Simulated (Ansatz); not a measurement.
S: from a trial structure to a relaxed crystal

These are results of DFT r2SCAN, scalar-relativistic, plane waves, PAW (Ansatz), not measurements. Cutoff 500 eV, Γ-centred k mesh, Gaussian smearing, no spin polarisation in the final step.

S was placed on the grey arsenic (A7) structure type (R-3m, No. 166), at a guessed volume.

```
S
1.0
     2.08119    1.20157    3.85931
    -2.08119    1.20157    3.85931
     0.00000   -2.40315    3.85931
S
2
Direct
  0.22754 0.22754 0.22754
  0.77246 0.77246 0.77246
```

Steps on the 6×6×6 mesh (2 atoms). 7 of 7 steps are shown, and the free energy counts from the last. Trial steps that were taken back and renewals of the plane-wave basis can be among the rows.

| step | ΔF (meV/atom) | V (Å³/atom) | P (GPa) | largest force component (eV/Å) |
| --- | --- | --- | --- | --- |
| 1 | 843.5 | 28.95 | -12.07 | 0.835 |
| 2 | 563.6 | 25.64 | -9.92 | 0.824 |
| 3 | 223.2 | 23.03 | -4.69 | 1.871 |
| 4 | -0.2 | 22.13 | 0.49 | 0.035 |
| 5 | -0.4 | 22.28 | -0.40 | 0.021 |
| 6 | -0.6 | 22.18 | -0.04 | 0.008 |
| 7 | 0.0 | 22.18 | -0.06 | 0.008 |

Steps on the 18×18×18 mesh (2 atoms). 4 of 6 steps are shown, and the free energy counts from the last.

| step | ΔF (meV/atom) | V (Å³/atom) | P (GPa) | largest force component (eV/Å) |
| --- | --- | --- | --- | --- |
| 1 | 2.8 | 22.18 | 0.50 | 0.063 |
| 2 | 0.9 | 22.17 | 0.18 | 0.071 |
| 3 | 0.1 | 21.98 | -0.18 | 0.010 |
| 6 | 0.0 | 21.79 | 0.00 | 0.001 |

A final relaxation ran on a 18×18×18 mesh. The relaxed crystal, R-3m (No. 166):

```cif
data_structure
_symmetry_space_group_name_H-M 'R-3m:H'
_symmetry_Int_Tables_number 166
_cell_length_a 3.9212
_cell_length_b 3.9212
_cell_length_c 9.8191
_cell_angle_alpha 90.000
_cell_angle_beta 90.000
_cell_angle_gamma 120.000
_cell_volume 130.75
loop_
_atom_site_label
_atom_site_type_symbol
_atom_site_symmetry_multiplicity
_atom_site_Wyckoff_symbol
_atom_site_fract_x
_atom_site_fract_y
_atom_site_fract_z
_atom_site_occupancy
S1 S 6 c 0.33333 0.66667 0.86082 1
```

| Quantity | Value |
| --- | --- |
| Volume per atom | 21.8 Å³ |
| Density | 2.4 g/cm³ |
| Energy over the standard structure | 0.69 eV/atom |
| Gap on the 18×18×18 mesh | 0 eV (a metal) |

Energies count from the standard state of S at the same level.

The final run used a 18×18×18 mesh on its 2-atom cell and 0.10 eV smearing. For metals, differences of a few meV/atom aren't resolved. No dispersion correction is applied, so the spacing between layers, chains or molecules is poorly fixed, and with it the volume and density.

Symmetry constrained the relaxation, so the result can be a saddle point.